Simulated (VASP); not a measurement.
Here is a VASP 6.6.1 calculation.

INCAR

```
SYSTEM = CdTe
PREC     = Accurate       ! precision mode
ENCUT    = 520            ! plane-wave cutoff, eV
EDIFF    = 1E-7           ! SCF threshold, eV
ISMEAR   = -1             ! smearing method
SIGMA    = 0.02           ! smearing width, eV
LREAL    = .False.        ! projectors in reciprocal space
LASPH    = .True.         ! aspherical terms in the spheres
NELM     = 60             ! most SCF steps
ALGO     = Fast           ! electronic algorithm
ISIF     = 2              ! what is computed and relaxed
LWAVE    = .False.        ! write WAVECAR
LCHARG   = .False.        ! write CHGCAR
GGA      = PE             ! functional
NBANDS   = 16             ! bands
```

File KPOINTS:

```
Automatic mesh
0
Gamma
  6 6 6
  0 0 0
```

File POSCAR:

```
CdTe
1.0
    3.7610754505      0.0000000000      0.0000000000
    0.0000000000      3.7610754505      0.0000000000
    0.0000000000      0.0000000000      3.7610754505
Cd Te
1 1
Direct
    0.0000000000      0.0000000000      0.0000000000
    0.5000000000      0.5000000000      0.5000000000
```

Potentials or basis: VASP PAW PBE potentials, release 64 (Cd, Te).

Run with:

```bash
$ cat potpaw_PBE.64/Cd/POTCAR potpaw_PBE.64/Te/POTCAR > POTCAR
$ mpirun -np 1 vasp_std > vasp.out
```

(1) What does it give for the band gap on the k mesh?

(2) Estimate the pressure.

## Answers

(1) none (metal or under the smearing width).

(2) 0.8 GPa.
